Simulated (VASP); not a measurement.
# O2SiH2 in VASP: a series of runs

Runs on O2SiH2. Level: PBE. Tasks: single point, relaxation of the atoms.

All numbers are computed with VASP 6.6.1; they aren't measurements. Logs are shortened: lines on timing, memory, paths and dates and some standing lists are left out, and cuts for length are marked.

## 1. The undisturbed molecule

The cell holds a molecule in a box, 5 atoms: a = 13.000 Å, b = 11.000 Å, c = 11.000 Å, α = 90.00°, β = 90.00°, γ = 90.00°.

## 2. Single point, PBE (atoms moved at random, drawn with an rms of 0.05 Å)

INCAR reads:

```
SYSTEM = SiH2O2
ALGO = Normal
EDIFF = 1E-7
ENCUT = 520
GGA = PE
ISIF = 2
ISMEAR = 0
LASPH = .TRUE.
LCHARG = .TRUE.
LELF = .TRUE.
LREAL = .FALSE.
LVACPOTAV = .TRUE.
LVHAR = .TRUE.
LWAVE = .FALSE.
NELM = 80
PREC = Accurate
SIGMA = 0.01
```

KPOINTS reads:

```
k-points
0
G
  1 1 1
  0 0 0
```

POSCAR reads:

```
SiH2O2
1.0
   13.0000000000      0.0000000000      0.0000000000
    0.0000000000     11.0000000000      0.0000000000
    0.0000000000      0.0000000000     11.0000000000
O Si H
2 1 2
Direct
    0.3752630000      0.4956360000      0.4872180000
    0.5630400000      0.5258350000      0.5219690000
    0.4704810000      0.4356850000      0.5675250000
    0.3866540000      0.5707160000      0.4361110000
    0.6277220000      0.5037200000      0.5529290000
```

Potentials or basis: VASP PAW PBE potentials, release 64 (O, Si, H).

Started as:

```console
$ cat potpaw_PBE.64/O/POTCAR potpaw_PBE.64/Si/POTCAR potpaw_PBE.64/H/POTCAR > POTCAR
$ mpirun -np 1 vasp_gam > vasp.out
```

OUTCAR:

```text
SYSTEM = SiH2O2
   EDIFF = 1E-7
   ENCUT = 520
   GGA = PE
   ISIF = 2
   ISMEAR = 0
   LASPH = .TRUE.
   LREAL = .FALSE.
   NELM = 80
   PREC = Accurate

 ion  position               nearest neighbor table
   1  0.375  0.496  0.487-   4 1.01   3 1.66
   2  0.563  0.526  0.522-   5 0.94   3 1.64
   3  0.470  0.436  0.568-   2 1.64   1 1.66
   4  0.387  0.571  0.436-   1 1.01
   5  0.628  0.504  0.553-   2 0.94

  LATTYP: Found a simple tetragonal cell.
 ALAT       =    11.0000000000
 C/A-ratio  =     1.1818181818

  Lattice vectors:

 A1 = (   0.0000000000,  11.0000000000,   0.0000000000)
 A2 = (   0.0000000000,   0.0000000000,  11.0000000000)
 A3 = (  13.0000000000,   0.0000000000,   0.0000000000)

Analysis of symmetry for initial positions (statically):
=====================================================================
 Subroutine PRICEL returns:
 Original cell was already a primitive cell.

 Routine SETGRP: Setting up the symmetry group for a
 simple tetragonal supercell.

 Subroutine GETGRP returns: Found  1 space group operations
 (whereof  1 operations were pure point group operations)
 out of a pool of 16 trial point group operations.

The static configuration has the point symmetry C_1 .

Analysis of symmetry for dynamics (positions and initial velocities):
=====================================================================
 Subroutine PRICEL returns:
 Original cell was already a primitive cell.

 Routine SETGRP: Setting up the symmetry group for a
 simple tetragonal supercell.

 Subroutine GETGRP returns: Found  1 space group operations
 (whereof  1 operations were pure point group operations)
 out of a pool of 16 trial point group operations.

The dynamic configuration has the point symmetry C_1 .

 Subroutine INISYM returns: Found  1 space group operations
 (whereof  1 operations are pure point group operations),
 and found     1 'primitive' translations

----------------------------------------------------------------------------------------

                                     Primitive cell

  volume of cell :    1573.0000

  direct lattice vectors                    reciprocal lattice vectors
    13.000000000  0.000000000  0.000000000     0.076923077  0.000000000  0.000000000
     0.000000000 11.000000000  0.000000000     0.000000000  0.090909091  0.000000000
     0.000000000  0.000000000 11.000000000     0.000000000  0.000000000  0.090909091

  length of vectors
    13.000000000 11.000000000 11.000000000     0.076923077  0.090909091  0.090909091

  position of ions in fractional coordinates (direct lattice)
     0.375263000  0.495636000  0.487218000
     0.563040000  0.525835000  0.521969000
     0.470481000  0.435685000  0.567525000
     0.386654000  0.570716000  0.436111000
     0.627722000  0.503720000  0.552929000

  ion indices of the primitive-cell ions
   primitive index   ion index
                 1           1
                 2           2
                 3           3
                 4           4
                 5           5

----------------------------------------------------------------------------------------

 KPOINTS: k-points

Automatic generation of k-mesh.
 Grid dimensions read from file:
 generate k-points for:    1    1    1

 Generating k-lattice:

  Cartesian coordinates                     Fractional coordinates (reciprocal lattice)
     0.076923077  0.000000000  0.000000000     1.000000000  0.000000000  0.000000000
     0.000000000  0.090909091  0.000000000     0.000000000  1.000000000  0.000000000
     0.000000000  0.000000000  0.090909091     0.000000000  0.000000000  1.000000000

  Length of vectors
     0.076923077  0.090909091  0.090909091

  Shift w.r.t. Gamma in fractional coordinates (k-lattice)
     0.000000000  0.000000000  0.000000000

 Subroutine IBZKPT returns following result:
 ===========================================

 Found      1 irreducible k-points:

 Following reciprocal coordinates:
            Coordinates               Weight
  0.000000  0.000000  0.000000      1.000000
   k-points           NKPTS =      1   k-points in BZ     NKDIM =      1   number of bands    NBANDS=     13
   number of dos      NEDOS =    301   number of ions     NIONS =      5
   total plane-waves  NPLWV = 691488
   dimension x,y,z NGX =    98 NGY =   84 NGZ =   84
   dimension x,y,z NGXF=   196 NGYF=  168 NGZF=  168
   ions per type =               2   1   2
   NGX,Y,Z   is equivalent  to a cutoff of  12.53, 12.70, 12.70 a.u.
   NGXF,Y,Z  is equivalent  to a cutoff of  25.06, 25.39, 25.39 a.u.
 SYSTEM =  SiH2O2
   PREC   = accura    normal or accurate (medium, high low for compatibility)
   ISTART =      0    job   : 0-new  1-cont  2-samecut
   ICHARG =      2    charge: 1-file 2-atom 10-const
   ISPIN  =      1    spin polarized calculation?
   LNONCOLLINEAR =      F non collinear calculations
   LSORBIT =      F    spin-orbit coupling
   LASPH  =      T    aspherical Exc in radial PAW
   ENCUT  =  520.0 eV  38.22 Ry    6.18 a.u.  24.17 20.45 20.45*2*pi/ulx,y,z
   NELM   =     80;   NELMIN=  2; NELMDL= -5     # of ELM steps
   EDIFF  = 0.1E-06   stopping-criterion for ELM
   LREAL  =      F    real-space projection
   EDIFFG = 0.1E-05   stopping-criterion for IOM
   NSW    =      0    number of steps for IOM
   IBRION =     -1    ionic relax: 0-MD 1-quasi-New 2-CG
   NFREE  =      0    steps in history (QN), initial steepest desc. (CG)
   ISIF   =      2    stress and relaxation
   ISYM   =      2    0-nonsym 1-usesym 2-fastsym
   POTIM  = 0.5000    time-step for ionic-motion
   TEBEG  =    0.0;   TEEND  =   0.0 temperature during run
   PSTRESS=    0.0 pullay stress
   NELECT =      18.0000    total number of electrons
   NUPDOWN=      -1.0000    fix difference up-down
   EMIN   =  10.00;   EMAX   =-10.00  energy-range for DOS
   EFERMI =   0.00;   METHOD = LEGACY
   ISMEAR =     0;   SIGMA  =   0.01  broadening in eV -4-tet -1-fermi 0-gaus
   EFERMI_NEDOS =   21; number of points for ismear=-14 and -15
   IALGO  =     38    algorithm
   IMIX   =      4    mixing-type and parameters
     AMIX     =   0.40;   BMIX     =  1.00
     AMIX_MAG =   1.60;   BMIX_MAG =  1.00
  volume/ion in A,a.u.               =     314.60      2123.03
  Fermi-wavevector in a.u.,A,eV,Ry     =   0.368912  0.697143  1.851699  0.136096
  Thomas-Fermi vector in A             =   1.295136
   LORBIT       =      0    0 simple, 1 ext, 2 COOP (PROOUT), +10 PAW based schemes
   GGA     = PE    functional components
   LHFCALC =     F    Hartree Fock is set to
   AEXX    =    0.0000 exact exchange contribution
   IVDW    =     0    specifies the selected vdW correction
   LEPSILON=     F    determine dielectric tensor
   LRPA    =     F    only Hartree local field effects (RPA)
 non-spin polarized calculation
 Gauss-broadening in eV      SIGMA  =   0.01
  energy-cutoff  :      520.00
  volume of cell :     1573.00
 maximum number of plane-waves:     21209
 NGX is ok and might be reduce to    98
   NGX = 49   NGY = 41   NGZ = 41

 number of electron      18.0000003 magnetization

 Free energy of the ion-electron system (eV)
  ---------------------------------------------------
  ext. energy  EPLUGINS =         0.00000000
  ---------------------------------------------------
  free energy    TOTEN  =       -27.04648960 eV

  energy without entropy =      -27.04648960  energy(sigma->0) =      -27.04648960

 E-fermi :  -5.8740     XC(G=0):  -0.7590

 val. band max:       -5.9245617043   @ k =   0.0000   0.0000   0.0000
 cond. band min:      -1.8235036457   @ k =   0.0000   0.0000   0.0000
 fundamental gap:      4.1010580586
 Fermi energy:        -5.8739770607

 k-point     1 :       0.0000    0.0000    0.0000
  band No.  band energies     occupation
      1     -25.6211      2.00000
      2     -24.4757      2.00000
      3     -13.8457      2.00000
      4     -12.6247      2.00000
      5      -9.7571      2.00000
      6      -8.8705      2.00000
      7      -8.2671      2.00000
      8      -7.6758      2.00000
      9      -5.9246      2.00000
     10      -1.8235      0.00000
     11      -0.6760      0.00000
     12      -0.5292      0.00000
     13       0.3193      0.00000

------------------------ aborting loop because EDIFF is reached ----------------------------------------

  FORCE on cell =-STRESS in cart. coord.  units (eV):
  Direction    XX          YY          ZZ          XY          YZ          ZX
  --------------------------------------------------------------------------------------
  -------------------------------------------------------------------------------------
  Total        3.2705259     -0.5498334     -0.3818462      0.5901610      0.4599181      0.2474863
  in kB        3.3311904     -0.5600322     -0.3889290      0.6011078      0.4684491      0.2520769
  external PRESSURE =       0.7940764 kB  Pullay stress =       0.0000000 kB

 VOLUME and BASIS-vectors are now :
 -----------------------------------------------------------------------------
  energy-cutoff  :      520.00
  volume of cell :     1573.00
      direct lattice vectors                 reciprocal lattice vectors
    13.000000000  0.000000000  0.000000000     0.076923077  0.000000000  0.000000000
     0.000000000 11.000000000  0.000000000     0.000000000  0.090909091  0.000000000
     0.000000000  0.000000000 11.000000000     0.000000000  0.000000000  0.090909091

 POSITION                                       TOTAL-FORCE (eV/Angst)
 -----------------------------------------------------------------------------------
      4.87842      5.45200      5.35940        -0.170956      1.089241     -0.711282
      7.31952      5.78419      5.74166        -0.528841      0.905729     -0.791858
      6.11625      4.79253      6.24278        -1.024945     -0.467463      0.048948
      5.02650      6.27788      4.79722        -0.084230     -1.267410      0.847036
      8.16039      5.54092      6.08222         1.808971     -0.260097      0.607156
 -----------------------------------------------------------------------------------
    total drift:                               -0.000050      0.000304     -0.000206

  FREE ENERGIE OF THE ION-ELECTRON SYSTEM (eV)
  ---------------------------------------------------
  free  energy   TOTEN  =       -27.0464895962 eV

  energy  without entropy=      -27.0464895962  energy(sigma->0) =      -27.04648960
```

It took 2.5 min on 1 thread of Intel Xeon Platinum 8259CL at 2.50GHz (Skylake/Cascade Lake), shared host; peak memory 1.2 GiB.

What came out:

```yaml
Free_energy: -27.0465 eV
Largest_force: 1.926 eV/Å
Gap_between_the_frontier_levels: 4.10 eV
```

Forces on the atoms (eV/Å):
```
O   -0.171  1.089 -0.711
O   -0.529  0.906 -0.792
Si  -1.025 -0.467  0.049
H   -0.084 -1.267  0.847
H    1.809 -0.260  0.607
```

## 3. Relaxation of the atoms, PBE (atoms moved at random, drawn with an rms of 0.02 Å)

INCAR reads:

```
PREC     = Accurate       # precision mode
ENCUT    = 520            # plane-wave cutoff, eV
EDIFF    = 1E-7           # SCF threshold, eV
ISMEAR   = 0              # smearing method
SIGMA    = 0.01           # smearing width, eV
LREAL    = F              # projectors in reciprocal space
LASPH    = T              # aspherical terms in the spheres
NELM     = 60             # most SCF steps
ALGO     = Fast           # electronic algorithm
ISIF     = 2              # what is computed and relaxed
LWAVE    = F              # write WAVECAR
LCHARG   = F              # write CHGCAR
GGA      = PE             # functional
IBRION   = 2              # ionic algorithm
NSW      = 40             # ionic steps
EDIFFG   = -0.005         # ionic threshold
```

KPOINTS reads:

```
regular mesh
0
Gamma
  1 1 1
```

POSCAR reads:

```
SiH2O2
1.0
   13.0000000000      0.0000000000      0.0000000000
    0.0000000000     11.0000000000      0.0000000000
    0.0000000000      0.0000000000     11.0000000000
O Si H
2 1 2
Direct
    0.3718350000      0.4968690000      0.4903620000
    0.5617460000      0.5256860000      0.5235090000
    0.4681010000      0.4384390000      0.5650150000
    0.3883970000      0.5663900000      0.4399040000
    0.6301680000      0.5076230000      0.5553430000
```

Potentials or basis: VASP PAW PBE potentials, release 64 (O, Si, H).

Started as:

```console
$ cat potpaw_PBE.64/O/POTCAR potpaw_PBE.64/Si/POTCAR potpaw_PBE.64/H/POTCAR > POTCAR
$ mpirun -np 1 vasp_gam > vasp.out
```

Run time: 30 min. Hardware: 1 thread of Intel Xeon Platinum 8259CL at 2.50GHz (Skylake/Cascade Lake), shared host; peak memory 1.4 GiB.

The run converged. Its results:

| Quantity | Value |
| --- | --- |
| Free energy | -27.1511 eV |
| Energy gained by relaxing | 16.1 meV/atom |
| Ionic steps | 34 |
| Largest force after relaxing | 0.004 eV/Å |
| Gap between the frontier levels | 4.01 eV |

Forces on the atoms (eV/Å):
```
O    0.000  0.001 -0.002
O    0.000  0.001  0.000
Si   0.001  0.001  0.001
H   -0.003 -0.001  0.001
H    0.003 -0.002  0.000
```

The path:
```
step  energy change (eV)  largest force (eV/Å)  pressure (GPa)
   1              0.0000                2.1595            0.16
   2              0.1832                4.7111           -0.09
   3             -0.0697                0.8655            0.05
   4             -0.0269                1.8077           -0.12
   5             -0.0788                0.0791            0.00
   6             -0.0788                0.0817            0.00
   7             -0.0792                0.0713           -0.01
   8             -0.0794                0.1642           -0.01
   9             -0.0795                0.1458           -0.01
  10             -0.0798                0.1062           -0.01
  11             -0.0801                0.1065           -0.01
  12             -0.0802                0.0798           -0.01
  13             -0.0803                0.0385           -0.01
  14             -0.0803                0.0318           -0.01
  15             -0.0804                0.0558           -0.01
  16             -0.0804                0.0514           -0.01
  17             -0.0804                0.0387           -0.01
  18             -0.0805                0.0165           -0.01
  19             -0.0805                0.0181           -0.01
  20             -0.0805                0.0172           -0.01
  21             -0.0805                0.0158           -0.01
  22             -0.0806                0.0190           -0.01
  23             -0.0806                0.0372           -0.01
  24             -0.0806                0.0327           -0.01
  25             -0.0806                0.0200           -0.01
  26             -0.0806                0.0492           -0.01
  27             -0.0807                0.0238           -0.01
  28             -0.0807                0.0157           -0.01
  29             -0.0807                0.0122           -0.01
  30             -0.0807                0.0101           -0.01
  31             -0.0807                0.0102           -0.01
  32             -0.0807                0.0053           -0.01
  33             -0.0807                0.0060           -0.01
  34             -0.0807                0.0036           -0.01
```

Final structure:
```xyz
5
Lattice="13.0000 0.0000 0.0000 0.0000 11.0000 0.0000 0.0000 0.0000 11.0000" Properties=species:S:1:pos:R:3 pbc="T T T"
O     4.8245    5.4737    5.3890
O     7.3336    5.7879    5.7470
Si    6.0742    4.7881    6.2375
H     5.0211    6.2441    4.8235
H     8.2098    5.5912    6.1185
```

Levels at points of the mesh, in eV from the valence-band top:
| k point | band 7 | band 8 | band 9 | band 10 | band 11 | band 12 |
| --- | --- | --- | --- | --- | --- | --- |
| (0.00, 0.00, 0.00) | -2.62 | -1.81 | 0.00 | 4.01 | 5.20 | 5.43 |
